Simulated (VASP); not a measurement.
# Si (Fd-3m) in VASP: a series of runs, part 2 of 2

VASP 6.6.1.

## 5. Single point, PBE0

The input, POSCAR:

```
Si
1.0
    0.0000000000      2.7218511865      2.7218511865
    2.7218511865      0.0000000000      2.7218511865
    2.7218511865      2.7218511865      0.0000000000
Si
2
Direct
    0.5000000000      0.5000000000      0.5000000000
    0.7500000000      0.7500000000      0.7500000000
```

The input, INCAR.step1:

```
SYSTEM = Si
ALGO = Normal
EDIFF = 1E-5
ENCUT = 400
GGA = PE
ISIF = 2
ISMEAR = 0
LASPH = .TRUE.
LCHARG = .FALSE.
LREAL = .FALSE.
LWAVE = .TRUE.
NBANDS = 12
NELM = 100
NKRED = 1
PREC = Accurate
SIGMA = 0.01
```

The input, INCAR.step2:

```
SYSTEM = Si
AEXX = 0.25
ALGO = Normal
EDIFF = 1E-6
ENCUT = 400
GGA = PE
ISIF = 2
ISMEAR = 0
ISTART = 1
LASPH = .TRUE.
LCHARG = .FALSE.
LHFCALC = .TRUE.
LREAL = .FALSE.
LWAVE = .FALSE.
NBANDS = 12
NELM = 100
NKRED = 1
PREC = Accurate
PRECFOCK = Fast
SIGMA = 0.01
```

The input, KPOINTS:

```
k-points
0
G
  7 7 7
  0 0 0
```

Potentials or basis: VASP PAW PBE potentials, release 64 (Si).

Run with:

```bash
$ cat potpaw_PBE.64/Si/POTCAR > POTCAR
$ cp INCAR.step1 INCAR
$ mpirun -np 1 vasp_std > vasp.out
$ cp INCAR.step2 INCAR
$ mpirun -np 1 vasp_std > vasp.out
```

OUTCAR:

```text
SYSTEM = Si
   AEXX = 0.25
   EDIFF = 1E-6
   ENCUT = 400
   GGA = PE
   ISIF = 2
   ISMEAR = 0
   ISTART = 1
   LASPH = .TRUE.
   LHFCALC = .TRUE.
   LREAL = .FALSE.
   NELM = 100
   NKRED = 1
   PREC = Accurate
   PRECFOCK = Fast

 Found     20 irreducible k-points:

 Following reciprocal coordinates:
            Coordinates               Weight
  0.000000  0.000000  0.000000      1.000000
  0.142857  0.000000  0.000000      8.000000
  0.285714  0.000000  0.000000      8.000000
  0.428571  0.000000  0.000000      8.000000
  0.142857  0.142857  0.000000      6.000000
  0.285714  0.142857  0.000000     24.000000
   k-points           NKPTS =     20   k-points in BZ     NKDIM =    343   number of bands    NBANDS=     12
   number of dos      NEDOS =    301   number of ions     NIONS =      2
   total plane-waves  NPLWV =  21952
   dimension x,y,z NGX =    28 NGY =   28 NGZ =   28
   dimension x,y,z NGXF=    56 NGYF=   56 NGZF=   56
   ions per type =               2
   NGX,Y,Z   is equivalent  to a cutoff of  12.09, 12.09, 12.09 a.u.
   NGXF,Y,Z  is equivalent  to a cutoff of  24.19, 24.19, 24.19 a.u.
 SYSTEM =  Si
   PREC   = accura    normal or accurate (medium, high low for compatibility)
   ISTART =      1    job   : 0-new  1-cont  2-samecut
   ICHARG =      0    charge: 1-file 2-atom 10-const
   ISPIN  =      1    spin polarized calculation?
   LNONCOLLINEAR =      F non collinear calculations
   LSORBIT =      F    spin-orbit coupling
   LASPH  =      T    aspherical Exc in radial PAW
   ENCUT  =  400.0 eV  29.40 Ry    5.42 a.u.   6.28  6.28  6.28*2*pi/ulx,y,z
   NELM   =    100;   NELMIN=  2; NELMDL=  0     # of ELM steps
   EDIFF  = 0.1E-05   stopping-criterion for ELM
   LREAL  =      F    real-space projection
   EDIFFG = 0.1E-04   stopping-criterion for IOM
   NSW    =      0    number of steps for IOM
   IBRION =     -1    ionic relax: 0-MD 1-quasi-New 2-CG
   NFREE  =      0    steps in history (QN), initial steepest desc. (CG)
   ISIF   =      2    stress and relaxation
   ISYM   =      3    0-nonsym 1-usesym 2-fastsym
   POTIM  = 0.5000    time-step for ionic-motion
   TEBEG  =    0.0;   TEEND  =   0.0 temperature during run
   PSTRESS=    0.0 pullay stress
   NELECT =       8.0000    total number of electrons
   NUPDOWN=      -1.0000    fix difference up-down
   EMIN   =  10.00;   EMAX   =-10.00  energy-range for DOS
   EFERMI =   0.00;   METHOD = LEGACY
   ISMEAR =     0;   SIGMA  =   0.01  broadening in eV -4-tet -1-fermi 0-gaus
   EFERMI_NEDOS =   21; number of points for ismear=-14 and -15
   IALGO  =     38    algorithm
   IMIX   =      1    mixing-type and parameters
     AMIX     =   0.40;   BMIX     =  1.00
     AMIX_MAG =   1.60;   BMIX_MAG =  1.00
  volume/ion in A,a.u.               =      20.16       136.08
  Fermi-wavevector in a.u.,A,eV,Ry     =   0.954766  1.804247 12.402783  0.911579
  Thomas-Fermi vector in A             =   2.083543
   LORBIT       =      0    0 simple, 1 ext, 2 COOP (PROOUT), +10 PAW based schemes
   GGA     = PE    functional components
   LHFCALC =     T    Hartree Fock is set to
   PRECFOCK=fast      Normal, Fast or Accurate (Low or Medium for compatibility)
   ENCUT4O =  -1.0   cutoff for four orbital integrals eV
   NKREDX  =     1    reduce k-point grid by
   NKREDY  =     1    reduce k-point grid by
   NKREDZ  =     1    reduce k-point grid by
   AEXX    =    0.2500 exact exchange contribution
   HFSCREEN=    0.0000 screening length (either q_TF or 0.3 A-1)
   HFSCREENC=   0.0000 screening length for correlation (either q_TF or 0.3 A-1)
   ENCUTFOCK=  -1.0 apply spherical cutoff to Coloumb kernel
   IVDW    =     0    specifies the selected vdW correction
   LEPSILON=     F    determine dielectric tensor
   LRPA    =     F    only Hartree local field effects (RPA)
 non-spin polarized calculation
 Gauss-broadening in eV      SIGMA  =   0.01
  energy-cutoff  :      400.00
  volume of cell :       40.33
 maximum number of plane-waves:       748
 NGX is ok and might be reduce to    28
  NGX = 16; NGY = 16; NGZ = 16

 number of electron       8.0000000 magnetization

 Free energy of the ion-electron system (eV)
  ---------------------------------------------------
  ext. energy  EPLUGINS =         0.00000000
  ---------------------------------------------------
  free energy    TOTEN  =       -13.57054692 eV

  energy without entropy =      -13.57054692  energy(sigma->0) =      -13.57054692

 E-fermi :   5.1707     XC(G=0):  -7.4348

 val. band max:        5.0674757083   @ k =   0.0000   0.0000   0.0000
 cond. band min:       6.8828011303   @ k =   0.4286   0.4286   0.0000
 fundamental gap:      1.8153254219
 Fermi energy:         5.1706764133

 k-point     1 :       0.0000    0.0000    0.0000
  band No.  band energies     occupation
      1      -8.2769      2.00000
      2       5.0675      2.00000
      3       5.0675      2.00000
      4       5.0675      2.00000
      5       9.0593      0.00000
      6       9.0593      0.00000
      7       9.0593      0.00000
      8       9.9743      0.00000
      9      14.5232      0.00000
     10      14.5687      0.00000
     11      14.5687      0.00000
     12      18.0925      0.00000

 k-point     2 :       0.1429    0.0000    0.0000
  band No.  band energies     occupation
      1      -7.9834      2.00000
      2       2.9715      2.00000
      3       4.6913      2.00000
      4       4.6913      2.00000
      5       8.9185      0.00000
      6       9.6192      0.00000
      7       9.6192      0.00000
      8      11.6999      0.00000
      9      13.9483      0.00000
     10      13.9483      0.00000
     11      15.5623      0.00000
     12      17.3978      0.00000

 k-point     3 :       0.2857    0.0000    0.0000
  band No.  band energies     occupation
      1      -7.1362      2.00000
      2       0.0045      2.00000
      3       4.1137      2.00000
      4       4.1137      2.00000
      5       8.3363      0.00000
      6      10.1149      0.00000
      7      10.1149      0.00000
      8      14.2710      0.00000
      9      14.2710      0.00000
     10      14.2718      0.00000
     11      15.5838      0.00000
     12      19.4983      0.00000

 k-point     4 :       0.4286    0.0000    0.0000
  band No.  band energies     occupation
      1      -5.9825      2.00000
      2      -2.2872      2.00000
      3       3.7825      2.00000
      4       3.7825      2.00000
      5       7.9870      0.00000
      6       9.9448      0.00000
      7       9.9448      0.00000
      8      14.4476      0.00000
      9      16.4405      0.00000
     10      16.4405      0.00000
     11      17.4764      0.00000
     12      19.6766      0.00000

 k-point     5 :       0.1429    0.1429    0.0000
  band No.  band energies     occupation
      1      -7.8840      2.00000
      2       3.3024      2.00000
      3       4.0273      2.00000
      4       4.0273      2.00000
      5       8.2966      0.00000
      6      10.5674      0.00000
      7      10.5674      0.00000
      8      11.0684      0.00000
      9      13.1949      0.00000
     10      14.9914      0.00000
     11      16.0013      0.00000
     12      18.7410      0.00000

 k-point     6 :       0.2857    0.1429    0.0000
  band No.  band energies     occupation
      1      -7.2131      2.00000
      2       0.9006      2.00000
      3       3.4044      2.00000
      4       3.4134      2.00000
      5       8.4844      0.00000
      6      10.5462      0.00000
      7      11.1355      0.00000
      8      11.4270      0.00000
      9      15.0673      0.00000
     10      15.3957      0.00000
     11      16.9766      0.00000
     12      18.9226      0.00000

 [... further k-points ...]

------------------------ aborting loop because EDIFF is reached ----------------------------------------

  FORCE on cell =-STRESS in cart. coord.  units (eV):
  Direction    XX          YY          ZZ          XY          YZ          ZX
  --------------------------------------------------------------------------------------
  -------------------------------------------------------------------------------------
  Total       -0.1845576     -0.1845576     -0.1845576      0.0000000     -0.0000000     -0.0000000
  in kB       -7.3319472     -7.3319472     -7.3319472      0.0000000     -0.0000000     -0.0000000
  external PRESSURE =      -7.3319472 kB  Pullay stress =       0.0000000 kB

 VOLUME and BASIS-vectors are now :
 -----------------------------------------------------------------------------
  energy-cutoff  :      400.00
  volume of cell :       40.33
      direct lattice vectors                 reciprocal lattice vectors
     0.000000000  2.721851186  2.721851186    -0.183698507  0.183698507  0.183698507
     2.721851186  0.000000000  2.721851186     0.183698507 -0.183698507  0.183698507
     2.721851186  2.721851186  0.000000000     0.183698507  0.183698507 -0.183698507

 POSITION                                       TOTAL-FORCE (eV/Angst)
 -----------------------------------------------------------------------------------
      2.72185      2.72185      2.72185         0.000000      0.000000      0.000000
      4.08278      4.08278      4.08278        -0.000000     -0.000000     -0.000000
 -----------------------------------------------------------------------------------
    total drift:                               -0.000000     -0.000000     -0.000000

  FREE ENERGIE OF THE ION-ELECTRON SYSTEM (eV)
  ---------------------------------------------------
  free  energy   TOTEN  =       -13.5705469164 eV

  energy  without entropy=      -13.5705469164  energy(sigma->0) =      -13.57054692
```

Wall time 3.2 min (1 thread of Intel Xeon Platinum 8488C (Sapphire Rapids), shared host); peak memory 0.16 GiB.

These settings aren't checked as converged: the numbers below hold their error.

What came out:

- Free energy: -13.5705 eV
- Pressure: -0.7 GPa
- Band gap on the k mesh: 1.82 eV, indirect (least direct gap 3.99 eV)

Caveat: the PAW data sets were made with another functional, which shifts forces and pressure a little; an odd mesh through Γ misses points on the zone boundary, where band edges often lie.

## 6. Single point, PBE0

POSCAR is that of step 5.

INCAR.step1, as its differences from that of step 5:

```diff
@@ -3,3 +3,3 @@
 EDIFF = 1E-5
-ENCUT = 400
+ENCUT = 280
 GGA = PE
```

INCAR.step2, as its differences from that of step 5:

```diff
@@ -4,3 +4,3 @@
 EDIFF = 1E-6
-ENCUT = 400
+ENCUT = 280
 GGA = PE
```

The input, KPOINTS:

```
k-points
0
G
  3 3 3
  0 0 0
```

Potentials or basis: VASP PAW PBE potentials, release 64 (Si).

Run with:

```bash
$ cat potpaw_PBE.64/Si/POTCAR > POTCAR
$ cp INCAR.step1 INCAR
$ mpirun -np 1 vasp_std > vasp.out
$ cp INCAR.step2 INCAR
$ mpirun -np 1 vasp_std > vasp.out
```

It took 5.7 s on 1 thread of Intel Xeon Platinum 8488C (Sapphire Rapids), shared host; peak memory 0.13 GiB.

These settings aren't checked as converged: the numbers below hold their error.

What came out:

```
Free energy            : -13.0852 eV
Band gap on the k mesh : 2.21 eV, indirect (least direct gap 4.20 eV)
```

Caveat: the k mesh is coarse (spacing up to 0.67 Å⁻¹), so the values aren't converged, least of all with exact exchange; the cutoff is under 1.25 times the usual one of these potentials, so pressure, stress and relaxed cells hold a basis-set (Pulay) error; the PAW data sets were made with another functional, which shifts forces and pressure a little; an odd mesh through Γ misses points on the zone boundary, where band edges often lie.

## 7. For comparison

An earlier run on the cell as given: functional PBE; potentials or basis VASP PAW PBE potentials, release 64 (Si); cutoff 520 eV; k mesh 8 × 8 × 8; occupations fermi-dirac, width 0.05 eV; no spin polarisation.

* Pressure: 1.3 GPa
* Band gap on the k mesh: 0.63 eV, indirect (least direct gap 2.56 eV)

## 8. Summary

| level | k mesh | share of exact exchange | grid for exact exchange (PRECFOCK) | mesh quality | gap on the mesh (eV) | pressure (GPa) |
| --- | --- | --- | --- | --- | --- | --- |
| HSE(alpha, omega) | 4 × 4 × 4 | 0.4 | Fast | coarse | 1.78 | -1.0 |
| HSE(alpha, omega) | 4 × 4 × 4 | 0.5 | Fast | coarse | 2.07 | -1.7 |
| PBE | 8 × 8 × 8 | - | - | not flagged | 0.63 | 1.3 |

Alike in all rows: task single point; potentials or basis VASP PAW PBE potentials, release 64 (Si); no spin polarisation; cell as given; cutoff (eV) 520; smearing fermi-dirac 0.05 eV.

Caveats: some runs use coarse meshes; the PAW data sets were made with another functional, which shifts forces and pressure a little (some runs).

Total energies depend on the potentials used, so only differences within one code and one set of settings carry meaning.
